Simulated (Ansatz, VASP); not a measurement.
# Two plane-wave programs on ZrC2

```
Zr C
1.0
     3.21475    0.00000    0.00000
     0.00000    3.21475    0.00000
     0.00000    0.00000    6.38473
Zr C
2 4
Direct
  0.00000 0.50000 0.71023
  0.50000 0.00000 0.28977
  0.00000 0.50000 0.34263
  0.50000 0.00000 0.65737
  0.00000 0.00000 0.00000
  0.50000 0.50000 0.00000
```

Change from the starting cell: species swapped into the ErTe2 type (P4/nmm, No. 129).

Alike in both runs: functional PBE; k mesh 6 × 6 × 4; occupations gaussian, width 0.1 eV; no spin polarisation.

Ansatz relaxed the structure, and its values are those at the end. VASP's run is a single point on that final structure, the one shown.

```csv
,VASP,Ansatz
version,VASP 6.6.1,Ansatz 0.2.0
potentials or method,"VASP PAW PBE potentials, release 64 (Zr_sv, C)","scalar-relativistic, plane waves, PAW"
plane-wave cutoff (eV),520,420
valence electrons in the cell,40,40
```

VASP gave:

* gap on the k mesh at the Fermi level (eV): none
* pressure (GPa): 0.2
* rms of the force components (eV/Å): 0.005

Task: What did Ansatz give for the same quantities?

Result: gap on the k mesh at the Fermi level (eV): none; pressure (GPa): 0.0; rms of the force components (eV/Å): 0.005.

A gap of «none» marks a metal or a gap that the smearing closes. With one functional, cell and mesh, what is left measures potentials, basis and numerics.
